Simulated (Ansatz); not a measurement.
**CsH: equation of state with LDA**

The system is CsH.

```xyz
2
Lattice="3.8184 0.0000 0.0000 0.0000 3.8184 0.0000 0.0000 0.0000 3.8184" Properties=species:S:1:pos:R:3 pbc="T T T"
Cs   -0.0892    0.0654    0.0028
H     1.9325    1.8705    1.9466
```

The cell comes from a database or a generator and needn't be the stable form of this composition.

| Quantity | Value |
| --- | --- |
| Program | Ansatz 0.2.0 |
| Task | equation of state |
| Functional | LDA |
| Potentials or basis | all-electron LAPW, relativistic spinors |
| Basis error allowed | 0.001 eV/atom |
| k mesh | 5 × 5 × 5 |
| Occupations | fermi-dirac, width 0.02 eV |
| Spin | spin-orbit coupling, no magnetisation |

| Quantity | Value |
| --- | --- |
| Equilibrium volume | 24.18 Å³/atom (rough: see the caveat) |
| Bulk modulus at fixed shape and positions | 18.5 GPa (rough) |

Energy against volume, from the lowest point:
```csv
volume (Å³/atom),energy (meV/atom)
26.166,0.00
26.723,4.67
27.280,10.16
27.837,16.37
28.393,23.20
28.950,30.58
29.507,38.43
```

All runs of the series together: 5.8 min on 1 thread of Intel(R) Xeon(R) Processor @ 2.70GHz, on a shared host.

Caveat: the minimum lies outside the volumes run; the cell was scaled at fixed shape and fractional positions, which overstates the stiffness of a crystal with free parameters, most of all of layers and chains.
